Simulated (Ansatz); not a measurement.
## Strain and the gap of MgI2 (P-3m1)

MgI2 (started from an entry of an open crystallographic database), relaxed with r2SCAN+rVV10 in the plane-wave code Ansatz. Space group P-3m1 (No. 164), trigonal; a = 4.157 Å, c = 6.876 Å in the conventional setting, 34.29 Å³ an atom. Mg has 6 I at 2.92 Å; I has 3 Mg at 2.92 Å.

The axes x, y and z are those of this cell:
```
Mg I
1.0
     4.15664    0.00000    0.00000
    -2.07832    3.59975    0.00000
     0.00000    0.00000    6.87561
Mg I
1 2
Direct
  0.00000 0.00000 0.00000
  0.33333 0.66667 0.24257
  0.66667 0.33333 0.75743
```

Unstrained: PBE gives an indirect gap of 3.495 eV, from Γ to k = (0, 0.469, 0.323); the least direct gap is 3.696 eV at Γ. r2SCAN gives an indirect gap of 4.111 eV, from Γ to k = (0, 0.469, 0.323); the least direct gap is 4.514 eV at Γ. The HSE06 gap is indirect, 4.449 eV (Γ to k = (0, 0.469, 0.323)), below the direct gap of 4.725 eV at Γ. Meshes: PBE 12×12×4, r2SCAN 12×12×4, HSE06 6×6×4. Strains are changes of length per length, and xy shears are angles. After each strain the atoms were relaxed again with r2SCAN+rVV10 in this cell and within any symmetry left, so distortions that break it or need a larger cell weren't tested; points keep the names that they have in the unstrained zone. The values are computed, spin-unpolarised, and not measurements.

Changes of the least gap in eV (an overlap counts as a negative gap):
```
                                      strain  volume change (%)  space group     PBE  r2SCAN   HSE06
                    uniaxial +4.46 % along x               +4.5         C2/m  -0.248  -0.270  -0.262
                    uniaxial +1.88 % along z               +1.9        P-3m1  +0.078  +0.082  +0.075
xy shear, engineering strain (angle) +4.74 %               -0.1          P-1  -0.169  -0.182  -0.184
          biaxial +0.38 % in x and y, z held               +0.8        P-3m1  -0.019  -0.021  -0.020
```

Uniaxial +4.46 % along x, other directions held. HSE06: the gap goes from 4.449 to 4.187 eV (-0.262 eV); the edges go from Γ → (0, 0.469, 0.323) to Γ → (0, 0.469, 0.279). Stress change with PBE, compression positive: xx -1.81, yy -0.64, zz -0.35, yz +0.03 GPa.

Uniaxial +1.88 % along z, other directions held. HSE06: the gap goes from 4.449 to 4.524 eV (+0.075 eV); the edges go from Γ → (0, 0.469, 0.323) to Γ → (0, 0.471, 0.328). Stress change with PBE, compression positive: xx -0.13, yy -0.13, zz -0.37 GPa.

Xy shear, engineering strain (angle) +4.74 %. HSE06: the gap goes from 4.449 to 4.265 eV (-0.184 eV); the edges go from Γ → (0, 0.469, 0.323) to Γ → (0.469, -0.469, 0.299). Stress change with PBE, compression positive: xx +0.03, yy +0.10, zz 0.00, xy -0.78, xz +0.08 GPa.

Biaxial +0.38 % in x and y, z held. HSE06: the gap goes from 4.449 to 4.429 eV (-0.020 eV); the edges go from Γ → (0, 0.469, 0.323) to Γ → (0, 0.466, 0.320). Stress change with PBE, compression positive: xx -0.24, yy -0.24, zz -0.06 GPa.

No spin-orbit coupling is included; it can move band edges with weight on the heavy atoms by tenths of an eV.

Where an edge lies off the special points, it is a point of the mesh or the k point where a search put PBE's edge or least direct gap, reused for the other functionals, whose own edges may lie a little apart.

Coordinates of k points refer to the reciprocal vectors of the primitive cell of the runs.

The meshes of the hybrids are coarse, so their gaps aren't converged to the digits shown.
